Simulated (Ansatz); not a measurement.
Cold compression of CoSi (rocksalt type)

```
CELL_PARAMETERS angstrom
0.00000 2.33231 2.33231
2.33231 0.00000 2.33231
2.33231 2.33231 0.00000
ATOMIC_POSITIONS crystal
Co 0.00000 0.00000 0.00000
Si 0.50000 0.50000 0.50000
```

The cell comes from a relaxation on PAW files under the same functional, begun from a prototype that needn't be the stable phase.

Its volume is scaled at fixed shape and fractional positions.

All numbers are PBE results (scalar-relativistic) from Ansatz 0.2.0, with a Γ-centred 16×16×16 k mesh, Fermi–Dirac smearing of 0.1 eV, no spin polarisation. Methods: LAPW: all electrons, basis error target 1 meV/atom; PAW: frozen-core files, cutoff 420 eV; crystal datasets: all electrons, by PAW datasets that the program makes for each cell; norm-conserving: pseudopotentials, cutoff 1306 eV; PAW (partial waves polarizable): frozen-core files, cutoff 420 eV.

Energies are extrapolated to zero smearing and count from the unscaled cell; pressure is positive in compression; gaps take the mesh and a band path. No temperature or zero-point motion is included.

Spin polarisation is left out, though a magnetic state may lie lower.

| V/V0 | V (Å³/atom) | P LAPW (GPa) | ΔE LAPW (eV/atom) | P PAW − LAPW (GPa) | ΔE PAW − LAPW (meV/atom) |
| --- | --- | --- | --- | --- | --- |
| 1.00 | 12.69 | 0.03 | 0.000 | -0.03 | 0.0 |
| 0.94 | 11.93 | 11.39 | 0.024 | -0.03 | -0.1 |
| 0.88 | 11.16 | 27.1 | 0.113 | -0.02 | -0.2 |
| 0.80 | 10.15 | 58.0 | 0.374 | -0.01 | -0.3 |
| 0.72 | 9.13 | 106.8 | 0.882 | 0.00 | -0.4 |
| 0.64 | 8.12 | ? | ? | ? | ? |
| 0.55 | 6.98 | 339.6 | 3.601 | -0.76 | -2.9 |

(1) Fit the Vinet equation to the LAPW pressures shown (residuals weighted by 1/(|P| + 0.03·Pmax)), and predict the pressure of the withheld row.

(2) At the smallest volume, how far do crystal datasets and norm-conserving and PAW (partial waves polarizable) lie from LAPW in pressure?

(3) How do the Löwdin populations by LAPW change from the unscaled cell to the last row?

## Answers

(1) The fit gives V0 = 12.69 Å³/atom, B0 = 158 GPa and B0′ = 4.60. At 8.12 Å³/atom, x = (V/V0)^(1/3) = 0.8617, and P = 3·B0·(1 − x)/x²·exp[1.5·(B0′ − 1)·(1 − x)] = 186.3 GPa. The run itself gave 185.5 GPa (+0.4 % off) and ΔE = 1.786 eV/atom.

(2) crystal datasets: 0.00 GPa; norm-conserving: -2.69 GPa; PAW (partial waves polarizable): -0.77 GPa, on a LAPW pressure of 339.6 GPa.

(3) Co 3s 1.96 → 1.90, Co 4s 0.56 → 0.53, Co 3d 8.09 → 8.47, Si 3s 1.43 → 1.13 electrons an atom. These are projections on the shells that the free atoms fill; 0.17 e a cell lies outside them at the start and 0.24 e at the end.
